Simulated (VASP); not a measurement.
# Hf (Hafnium) under strain

Aim: follow the pressure of Hf (Hafnium) through compression, expansion and shear. All runs use PBE. Left out of this account: 1 further run (self-consistent run: a reference on another mesh). The start is a cell from a database of measured crystal structures.

Calculated with VASP 6.6.1; PBE; plane waves and PAW (Hf_pv).

### Step 1. The starting structure

The structure is hexagonal, space group P6_3/mmc (No. 194). Conventional cell: a = 3.197 Å, b = 3.197 Å, c = 5.058 Å, α = 90.00°, β = 90.00°, γ = 120.00°. Hf has 12 Hf at 3.13 to 3.20 Å nearest.

Structure file:

```
Hf
1.0
     3.19670    0.00000    0.00000
    -1.59835    2.76842    0.00000
     0.00000    0.00000    5.05780
Hf
2
Direct
  0.33333 0.66667 0.25000
  0.66667 0.33333 0.75000
```

### Step 2. Bands, cell as listed

The mesh alone shows little of the dispersion and can miss band extrema, so KPOINTS_OPT adds a path through the symmetry points after the self-consistent cycle. PBE, the usual starting point, adds the gradient of the density.

INCAR

```
SYSTEM = Hf
PREC = Accurate
ENCUT = 400
EDIFF = 1E-06
NELM = 100
ISMEAR = -1
SIGMA = 0.05
LREAL = .FALSE.
ALGO = Normal
GGA = PE
NBANDS = 22
LASPH = .TRUE.
LORBIT = 11
LWAVE = .FALSE.
LCHARG = .FALSE.
KPAR = 2
```

POSCAR

```
Hf
1.0
    3.1967000000      0.0000000000      0.0000000000
   -1.5983500000      2.7684234083      0.0000000000
    0.0000000000      0.0000000000      5.0578000000
Hf
2
Direct
    0.3333333333      0.6666666667      0.2500000000
    0.6666666667      0.3333333333      0.7500000000
```

KPOINTS

```
Automatic mesh
0
Gamma
14 14 8
0 0 0
```

KPOINTS_OPT

```
Line mode
16
Line-mode
Reciprocal
  0.00000000   0.00000000   0.00000000 GAMMA
  0.50000000   0.00000000   0.00000000 M

  0.50000000   0.00000000   0.00000000 M
  0.33333333   0.33333333   0.00000000 K

  0.33333333   0.33333333   0.00000000 K
  0.00000000   0.00000000   0.00000000 GAMMA

  0.00000000   0.00000000   0.00000000 GAMMA
  0.00000000   0.00000000   0.50000000 A

  0.00000000   0.00000000   0.50000000 A
  0.50000000   0.00000000   0.50000000 L

  0.50000000   0.00000000   0.50000000 L
  0.33333333   0.33333333   0.50000000 H

  0.33333333   0.33333333   0.50000000 H
  0.00000000   0.00000000   0.50000000 A

  0.50000000   0.00000000   0.50000000 L
  0.50000000   0.00000000   0.00000000 M

  0.33333333   0.33333333   0.00000000 K
  0.33333333   0.33333333   0.50000000 H
```

PAW data sets: Hf_pv (PBE family, release 64).

Command:

```sh
$ mpirun -np 2 vasp_std
```

What it wrote:

```text
[banner, memory and clock lines left out]
running    2 mpi-ranks, on    1 nodes
 distrk:  each k-point on    1 cores,    2 groups
 distr:  one band on    1 cores,    1 groups

 POSCAR found type information on POSCAR Hf
 POSCAR found :  1 types and       2 ions
 LDA part: xc-table for (Slater+PW92), standard interpolation
 POSCAR, INCAR and KPOINTS ok, starting setup
 FFT: planning ... GRIDC
 FFT: planning ... GRID_SOFT
 FFT: planning ... GRID
 WAVECAR not read
 entering main loop
       N       E                     dE             d eps       ncg     rms          rms(c)
DAV:   1     0.563077862935E+02    0.56308E+02   -0.91551E+03  5336   0.706E+02
DAV:   2    -0.184121055330E+02   -0.74720E+02   -0.71681E+02  6346   0.203E+02
DAV:   3    -0.205571508164E+02   -0.21450E+01   -0.21348E+01  6624   0.240E+01
DAV:   4    -0.205705598032E+02   -0.13409E-01   -0.13407E-01  6396   0.230E+00
DAV:   5    -0.205706765329E+02   -0.11673E-03   -0.11673E-03  6710   0.190E-01    0.649E+01
DAV:   6    -0.200468915851E+02    0.52378E+00   -0.36978E-01  6270   0.348E+00    0.385E+01
DAV:   7    -0.198648318606E+02    0.18206E+00   -0.67183E-01  6462   0.441E+00    0.187E+00
DAV:   8    -0.198552943142E+02    0.95375E-02   -0.53207E-02  6160   0.119E+00    0.131E-01
DAV:   9    -0.198555100920E+02   -0.21578E-03   -0.21136E-03  6592   0.246E-01    0.128E-01
DAV:  10    -0.198554907958E+02    0.19296E-04   -0.88887E-05  6222   0.528E-02    0.101E-01
DAV:  11    -0.198554928459E+02   -0.20501E-05   -0.66291E-06  6548   0.150E-02    0.183E-02
DAV:  12    -0.198554931466E+02   -0.30071E-06   -0.41765E-07  4402   0.379E-03
   1 F= -.19855493E+02 E0= -.19850051E+02  d E =-.108853E-01
 Start KPOINTS_OPT (optional k-point list driver)
k-point batch [1-120\144]
       N       E                     dE             ncg
DAV:   1    -0.251269716496E+05   -0.81899E+05     5352
DAV:   2    -0.340129337762E+05   -0.88860E+04     6360
DAV:   3    -0.342804593304E+05   -0.26753E+03     6572
DAV:   4    -0.342825101096E+05   -0.20508E+01     6508
DAV:   5    -0.342825305443E+05   -0.20435E-01     6460
DAV:   6    -0.342825308065E+05   -0.26220E-03     6460
DAV:   7    -0.342825308099E+05   -0.34150E-05     5556
DAV:   8    -0.342825308102E+05   -0.27833E-06     4330
k-point batch [121-144\144]
       N       E                     dE             ncg
DAV:   1     0.405692352666E+05   -0.22689E+05     1056
DAV:   2     0.386994902611E+05   -0.18697E+04     1266
DAV:   3     0.386426348391E+05   -0.56855E+02     1338
DAV:   4     0.386422197094E+05   -0.41513E+00     1268
DAV:   5     0.386422156794E+05   -0.40299E-02     1358
DAV:   6     0.386422156221E+05   -0.57310E-04     1278
DAV:   7     0.386422156212E+05   -0.91746E-06     1136
```

Run time: 55 s. Hardware: 2 MPI ranks of AMD EPYC 7R43, shared host; peak memory 0.41 GiB.

Lines that name or quote the potential files are left out of all logs, and their timing lines are given in words.

From OUTCAR (step 2):

```text
ion  position               nearest neighbor table
   1  0.333  0.667  0.250-   2 3.13   2 3.13   2 3.13   2 3.13   2 3.13   2 3.13
   2  0.667  0.333  0.750-   1 3.13   1 3.13   1 3.13   1 3.13   1 3.13   1 3.13

  LATTYP: Found a hexagonal cell.
 ALAT       =     3.1967000000
 C/A-ratio  =     1.5821941377

 Subroutine GETGRP returns: Found 24 space group operations
 (whereof 12 operations were pure point group operations)

The static configuration has the point symmetry D_3d.
 The point group associated with its full space group is D_6h.

 Found    120 irreducible k-points:

   k-points           NKPTS =    120   k-points in BZ     NKDIM =    120   number of bands    NBANDS=     22

   dimension x,y,z NGX =    24 NGY =   24 NGZ =   36
   dimension x,y,z NGXF=    48 NGYF=   48 NGZF=   72

   ENCUT  =  400.0 eV  29.40 Ry    5.42 a.u.   5.21  5.21  8.25*2*pi/ulx,y,z

   NELECT =      20.0000    total number of electrons

 k-points in reciprocal lattice and weights: Automatic mesh
   0.00000000  0.00000000  0.00000000       0.001
   0.07142857 -0.00000000  0.00000000       0.004
   0.14285714 -0.00000000  0.00000000       0.004
   0.21428571 -0.00000000  0.00000000       0.004
   0.28571429 -0.00000000  0.00000000       0.004
   0.35714286 -0.00000000  0.00000000       0.004
   0.42857143 -0.00000000  0.00000000       0.004
   0.50000000 -0.00000000  0.00000000       0.002
   0.07142857  0.07142857  0.00000000       0.004
[...]
0.28571429  0.28571429  0.50000000       0.004
   0.35714286  0.28571429  0.50000000       0.004

 average (electrostatic) potential at core
       1 -37.3905       2 -37.3905

 E-fermi :   4.9185

 k-point     1 :       0.0000    0.0000    0.0000
  band No.  band energies     occupation
    ...
      4     -25.2932      2.00000
      5     -25.2869      2.00000
      6     -25.2869      2.00000
      7      -2.4638      2.00000
      8       1.2089      2.00000
      9       5.5562      0.00001
     10       6.0978      0.00000
     11       6.0978      0.00000
     12       6.3737      0.00000
     13       6.9186      0.00000
    ...

 k-point     2 :       0.0714   -0.0000    0.0000
  band No.  band energies     occupation
    ...
      4     -25.3168      2.00000
      5     -25.2993      2.00000
      6     -25.2907      2.00000
      7      -2.3092      2.00000
      8       1.3617      2.00000
      9       5.3508      0.00035
     10       5.6923      0.00000
     11       6.2432      0.00000
     12       6.6699      0.00000
     13       6.7673      0.00000
    ...

 k-point     3 :       0.1429   -0.0000    0.0000
  band No.  band energies     occupation
    ...
      5     -25.3176      2.00000
      6     -25.3018      2.00000
      7      -1.8620      2.00000
      8       1.7849      2.00000
      9       4.8294      1.71212
     10       5.0975      0.05424
     11       6.3125      0.00000
     12       6.6736      0.00000
     13       6.9559      0.00000
     14       7.0512      0.00000
    ...

  Total        0.0789199      0.0789199      0.0156292      0.0000000     -0.0000000     -0.0000000
  in kB        2.8248853      2.8248853      0.5594372      0.0000000     -0.0000000     -0.0000000
  external PRESSURE =       2.0697359 kB  Pullay stress =       0.0000000 kB

  energy-cutoff  :      400.00
  volume of cell :       44.76
      direct lattice vectors                 reciprocal lattice vectors
     3.196700000  0.000000000  0.000000000     0.312822598  0.180608211  0.000000000
    -1.598350000  2.768423408  0.000000000     0.000000000  0.361216423  0.000000000
     0.000000000  0.000000000  5.057800000     0.000000000  0.000000000  0.197714421

 POSITION                                       TOTAL-FORCE (eV/Angst)
 -----------------------------------------------------------------------------------
     -0.00000      1.84562      1.26445         0.000000     -0.000000      0.000000
      1.59835      0.92281      3.79335        -0.000000      0.000000      0.000000
 -----------------------------------------------------------------------------------
    total drift:                               -0.000000      0.000000     -0.000000

  FREE ENERGIE OF THE ION-ELECTRON SYSTEM (eV)
  ---------------------------------------------------
  free  energy   TOTEN  =       -19.8554931466 eV

  energy  without entropy=      -19.8446078885  energy(sigma->0) =      -19.85005052

 total charge
# of ion       s       p       d       tot
------------------------------------------
    1        0.394   6.385   1.546   8.325
    2        0.394   6.385   1.546   8.325
--------------------------------------------------
tot          0.787  12.770   3.093  16.650

[... 3 further parts left out ...]
```

Spin-orbit coupling is off here; with elements this heavy it splits and shifts levels by tenths of an eV or more. Harder data sets than Hf_pv exist (the GW ones), and pressures, volumes and forces can shift noticeably with them.

Numbers from this step:

| Quantity | Value |
| --- | --- |
| SCF cycles | 12 |
| electrons | 20 |
| bands | 22 |
| irreducible k-points | 120 |
| symmetry operations | 24 |
| free energy (TOTEN) | -19.86 eV |
| energy at zero smearing | -19.85 eV |
| Fermi energy | 4.918 eV |
| pressure | 0.2070 GPa |
| metallic | yes |

Electronic bands along the path, in eV, zero at the Fermi level; # counts the bands kept, so #1 is VASP's band 7:

```
          point     #1     #2     #3     #4     #5     #6    #7    #8
              Γ  -7.38  -3.71   0.64   1.18   1.18   1.46  2.00  2.00
0.47 of the way  -5.88  -2.45  -0.90  -0.47   0.86   1.56  1.61  2.68
              M  -3.35  -2.75  -2.23  -0.81   0.79   0.87  1.68  5.89
0.47 of the way  -2.86  -2.23  -2.17  -1.08   0.50   0.73  1.79  5.25
              K  -2.13  -1.80  -1.80  -1.44   0.37   0.37  2.05  5.20
0.53 of the way  -5.41  -2.03  -1.14  -0.87   0.73   0.93  1.81  2.89
              Γ  -7.38  -3.71   0.64   1.18   1.18   1.46  2.00  2.00
0.53 of the way  -6.75  -4.13   0.04   0.93   0.97   0.97  1.56  1.56
              A  -5.40  -5.40   0.14   0.14   1.07   1.07  1.07  1.07
0.47 of the way  -4.21  -4.21  -0.63  -0.63   0.57   0.57  2.05  2.05
              L  -3.41  -3.41  -0.99  -0.99   1.17   1.17  2.65  2.65
0.47 of the way  -2.91  -2.91  -0.74  -0.74   0.13   0.13  2.68  2.68
              H  -1.77  -1.77  -1.46  -1.46  -0.20  -0.20  2.52  2.52
0.47 of the way  -3.55  -3.55  -0.77  -0.77   0.21   0.21  2.24  2.24
              A  -5.40  -5.40   0.14   0.14   1.07   1.07  1.07  1.07
      jump to L  -3.41  -3.41  -0.99  -0.99   1.17   1.17  2.65  2.65
0.47 of the way  -3.64  -2.83  -1.32  -1.28   1.16   1.33  1.41  4.56
              M  -3.35  -2.75  -2.23  -0.81   0.79   0.87  1.68  5.89
      jump to K  -2.13  -1.80  -1.80  -1.44   0.37   0.37  2.05  5.20
0.47 of the way  -1.90  -1.78  -1.78  -1.40   0.08   0.08  2.03  4.26
              H  -1.77  -1.77  -1.46  -1.46  -0.20  -0.20  2.52  2.52
```

There is no gap at this level.

### Step 3. Bands, volume times 1.04

The cell is expanded evenly, with fractional positions held.

INCAR is that of step 2.

POSCAR

```
Hf
1.0
    3.2387666662      0.0000000000      0.0000000000
   -1.6193833331      2.8048542099      0.0000000000
    0.0000000000      0.0000000000      5.1243576326
Hf
2
Direct
    0.3333333333      0.6666666667      0.2500000000
    0.6666666667      0.3333333333      0.7500000000
```

KPOINTS is that of step 2.

KPOINTS_OPT is that of step 2.

Command:

```sh
$ mpirun -np 2 vasp_std
```

What it wrote:

```text
[... set-up lines as in an earlier step ...]
 entering main loop
       N       E                     dE             d eps       ncg     rms          rms(c)
DAV:   1     0.542502080485E+02    0.54250E+02   -0.92784E+03  5336   0.705E+02
DAV:   2    -0.184169917580E+02   -0.72667E+02   -0.69784E+02  6386   0.199E+02
DAV:   3    -0.205854438622E+02   -0.21685E+01   -0.21551E+01  6618   0.239E+01
DAV:   4    -0.206000112983E+02   -0.14567E-01   -0.14565E-01  6426   0.236E+00
DAV:   5    -0.206001479571E+02   -0.13666E-03   -0.13666E-03  6634   0.204E-01    0.632E+01
DAV:   6    -0.200380112854E+02    0.56214E+00   -0.40864E-01  6180   0.360E+00    0.374E+01
DAV:   7    -0.198456000076E+02    0.19241E+00   -0.70690E-01  6450   0.449E+00    0.182E+00
DAV:   8    -0.198353953873E+02    0.10205E-01   -0.58411E-02  6076   0.123E+00    0.188E-01
DAV:   9    -0.198356227113E+02   -0.22732E-03   -0.22118E-03  6682   0.256E-01    0.126E-01
DAV:  10    -0.198356012305E+02    0.21481E-04   -0.98521E-05  6126   0.550E-02    0.942E-02
DAV:  11    -0.198356036299E+02   -0.23995E-05   -0.68705E-06  6532   0.151E-02    0.166E-02
DAV:  12    -0.198356038852E+02   -0.25531E-06   -0.44271E-07  4224   0.388E-03
   1 F= -.19835604E+02 E0= -.19829577E+02  d E =-.120546E-01
 Start KPOINTS_OPT (optional k-point list driver)
k-point batch [1-120\144]
       N       E                     dE             ncg
DAV:   1    -0.258374866099E+05   -0.81196E+05     5328
DAV:   2    -0.347430910221E+05   -0.89056E+04     6450
DAV:   3    -0.350197349620E+05   -0.27664E+03     6666
DAV:   4    -0.350219406232E+05   -0.22057E+01     6514
DAV:   5    -0.350219633914E+05   -0.22768E-01     6642
DAV:   6    -0.350219636966E+05   -0.30522E-03     6512
DAV:   7    -0.350219637007E+05   -0.41586E-05     5466
DAV:   8    -0.350219637011E+05   -0.39712E-06     4450
k-point batch [121-144\144]
       N       E                     dE             ncg
DAV:   1     0.410642689395E+05   -0.22071E+05     1072
DAV:   2     0.392516904503E+05   -0.18126E+04     1274
DAV:   3     0.391981084885E+05   -0.53582E+02     1282
DAV:   4     0.391977032762E+05   -0.40521E+00     1284
DAV:   5     0.391976987897E+05   -0.44865E-02     1362
DAV:   6     0.391976987232E+05   -0.66489E-04     1252
DAV:   7     0.391976987221E+05   -0.11924E-05     1204
DAV:   8     0.391976987220E+05   -0.93867E-07      826
```

The job ended after 56 s (2 MPI ranks; peak memory 0.41 GiB).

Parts of OUTCAR (step 3):

```text
  LATTYP: Found a hexagonal cell.
 ALAT       =     3.2387666662
 C/A-ratio  =     1.5821941377

 Found    120 irreducible k-points:

   ENCUT  =  400.0 eV  29.40 Ry    5.42 a.u.   5.28  5.28  8.36*2*pi/ulx,y,z

   NELECT =      20.0000    total number of electrons

 E-fermi :   4.6526

 k-point     1 :       0.0000    0.0000    0.0000
  band No.  band energies     occupation
    ...
      4     -25.7065      2.00000
      5     -25.6984      2.00000
      6     -25.6984      2.00000
      7      -2.5966      2.00000
      8       1.0587      2.00000
      9       5.1597      0.00008
     10       5.8173      0.00000
     11       5.8173      0.00000
     12       6.0772      0.00000
     13       6.5947      0.00000
    ...

 k-point     2 :       0.0714    0.0000    0.0000
  band No.  band energies     occupation
    ...
      4     -25.7242      2.00000
      5     -25.7118      2.00000
      6     -25.7017      2.00000
      7      -2.4490      2.00000
      8       1.2053      2.00000
      9       4.9745      0.00319
     10       5.4304      0.00000
     11       5.9556      0.00000
     12       6.3588      0.00000
     13       6.4513      0.00000
    ...

  Total       -1.0741962     -1.0741962     -1.1734719      0.0000000      0.0000000      0.0000000
  in kB      -36.9713074    -36.9713074    -40.3881434      0.0000000      0.0000000      0.0000000
  external PRESSURE =     -38.1102527 kB  Pullay stress =       0.0000000 kB

  energy-cutoff  :      400.00
  volume of cell :       46.55
      direct lattice vectors                 reciprocal lattice vectors
     3.238766666  0.000000000  0.000000000     0.308759507  0.178262385  0.000000000
    -1.619383333  2.804854210  0.000000000     0.000000000  0.356524769  0.000000000
     0.000000000  0.000000000  5.124357633     0.000000000  0.000000000  0.195146411

 POSITION                                       TOTAL-FORCE (eV/Angst)
 -----------------------------------------------------------------------------------
     -0.00000      1.86990      1.28109        -0.000000     -0.000000      0.000000
      1.61938      0.93495      3.84327         0.000000      0.000000      0.000000
 -----------------------------------------------------------------------------------
    total drift:                               -0.000000      0.000000     -0.000000

  FREE ENERGIE OF THE ION-ELECTRON SYSTEM (eV)
  ---------------------------------------------------
  free  energy   TOTEN  =       -19.8356038852 eV

  energy  without entropy=      -19.8235493337  energy(sigma->0) =      -19.82957661

 total charge
# of ion       s       p       d       tot
------------------------------------------
    1        0.385   6.369   1.500   8.253
    2        0.385   6.369   1.500   8.253
--------------------------------------------------
tot          0.769  12.737   3.000  16.506

[... 4 parts as in an earlier step ...]

[... 7 further parts left out ...]
```

This step gave:

- free energy (TOTEN): -19.84 eV
- energy at zero smearing: -19.83 eV
- Fermi energy: 4.653 eV
- pressure: -3.811 GPa

Electronic bands along the path, in eV, zero at the Fermi level; # counts the bands kept, so #1 is VASP's band 7:

```
          point     #1     #2     #3     #4     #5     #6    #7    #8
              Γ  -7.25  -3.59   0.51   1.16   1.16   1.42  1.94  1.94
0.53 of the way  -5.42  -2.21  -1.15  -0.57   0.74   1.35  1.41  3.01
              M  -3.29  -2.61  -2.11  -0.86   0.79   0.82  1.60  5.63
0.53 of the way  -2.69  -2.03  -2.00  -1.18   0.45   0.65  1.74  4.92
              K  -2.00  -1.78  -1.78  -1.41   0.35   0.35  1.96  4.98
0.47 of the way  -4.86  -1.68  -1.36  -1.05   0.65   0.70  1.56  3.06
              Γ  -7.25  -3.59   0.51   1.16   1.16   1.42  1.94  1.94
0.47 of the way  -6.78  -3.94   0.05   0.99   0.99   1.03  1.60  1.60
              A  -5.34  -5.34   0.15   0.15   1.06   1.06  1.06  1.06
0.53 of the way  -3.94  -3.94  -0.68  -0.68   0.51   0.51  2.17  2.17
              L  -3.29  -3.29  -0.93  -0.93   1.05   1.05  2.56  2.56
0.47 of the way  -2.81  -2.81  -0.70  -0.70   0.08   0.08  2.58  2.58
              H  -1.70  -1.70  -1.41  -1.41  -0.24  -0.24  2.44  2.44
0.53 of the way  -3.84  -3.84  -0.66  -0.66   0.35   0.35  2.11  2.11
              A  -5.34  -5.34   0.15   0.15   1.06   1.06  1.06  1.06
      jump to L  -3.29  -3.29  -0.93  -0.93   1.05   1.05  2.56  2.56
0.47 of the way  -3.52  -2.73  -1.27  -1.25   1.10   1.27  1.31  4.38
              M  -3.29  -2.61  -2.11  -0.86   0.79   0.82  1.60  5.63
      jump to K  -2.00  -1.78  -1.78  -1.41   0.35   0.35  1.96  4.98
0.47 of the way  -1.79  -1.74  -1.74  -1.37   0.06   0.06  1.95  4.10
              H  -1.70  -1.70  -1.41  -1.41  -0.24  -0.24  2.44  2.44
```

 The pressure is -3.81 GPa.

Between step 2 and this run (cell volume +4.0 %) the value for the pressure moves from 0.207 GPa to -3.81 GPa.

(Continued in part 2 of 3.)

[Lines on the potential files, build, host, timing and source positions are cut from VASP's logs without a mark.]

[Logs are printed without paths, hosts, clocks, repeated set-up lines and the standing remarks that a program may print on its own settings, such as how far it seeks lower states.]

[Hosts, paths, dates, database ids (printed as entryN), source tags and the programs' standing remarks are cut or masked in the printed files.]

[A measured line is paired with the nearest computed mode of its activity, which favours agreement.]
